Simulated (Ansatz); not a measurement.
# InSe (C2/m), symmetry broken, then relaxed

Method: DFT PBEsol, scalar-relativistic, plane waves, PAW in Ansatz 0.2.0. Cutoff 420 eV, Γ-centred 8×8×6 k-points, Gaussian smearing of 0.05 eV. No spin polarisation. Energies are free energies at this smearing, counted from the undisturbed cell; pressure is positive in compression.

The undisturbed cell (relaxed at this level; this form isn't the usual structure):

```yaml
crystal:
  lattice:
    - [5.87493, -2.05527, -0.00529]
    - [5.87493, 2.05527, -0.00529]
    - [-1.60512, 0.00000, 4.27209]
  atoms:
    - { symbol: In, position: [0.88580, 0.88580, 0.02905] }
    - { symbol: In, position: [0.11420, 0.11420, 0.97095] }
    - { symbol: Se, position: [0.65472, 0.65472, 0.63749] }
    - { symbol: Se, position: [0.34528, 0.34528, 0.36251] }
```

The atoms are displaced (Å, in the unstrained cell):

```
atom ux uy uz
 In1  -0.122   0.230   0.008
 In2  -0.009  -0.065  -0.198
 Se3   0.004  -0.181   0.091
 Se4   0.127   0.016   0.099
```

The cell is strained by (-0.0235, -0.0049, 0.0035, -0.0567, -0.0610, -0.1162) (xx, yy, zz, yz, xz, xy; engineering shear). Cell and atoms are then relaxed.

Problem. Does the relaxation return to the undisturbed structure?

Solution. Yes (up to a choice of domain or origin): same space group and volume, and an energy 0.0 meV/atom from it. The disturbance itself cost 192.6 meV/atom. The final space group reads C2/m (tolerance 0.05 Å) and the volume changes by 0.09 %.

Final structure:

```
In Se
1.0
     5.87625   -2.05578   -0.01067
     5.87491    2.05230   -0.01251
    -1.60990   -0.00145    4.27963
In Se
2 2
Direct
  0.88583 0.88593 0.02940
  0.11417 0.11406 0.97061
  0.65486 0.65444 0.63769
  0.34514 0.34557 0.36230
```

The relaxation, step by step (energy from the first step; small jumps at an unchanged geometry come where the plane waves are selected anew for the new cell):

```tsv
step	ΔE (meV/atom)	largest force component (eV/Å)	pressure (GPa)
1	0.0	2.634	6.16
2	-138.1	1.490	0.73
3	-181.8	0.253	-0.28
4	-189.2	0.264	-0.13
5	-192.0	0.013	0.12
6	-192.2	0.015	0.16
7	-192.3	0.003	-0.02
8	-192.5	0.003	-0.02
```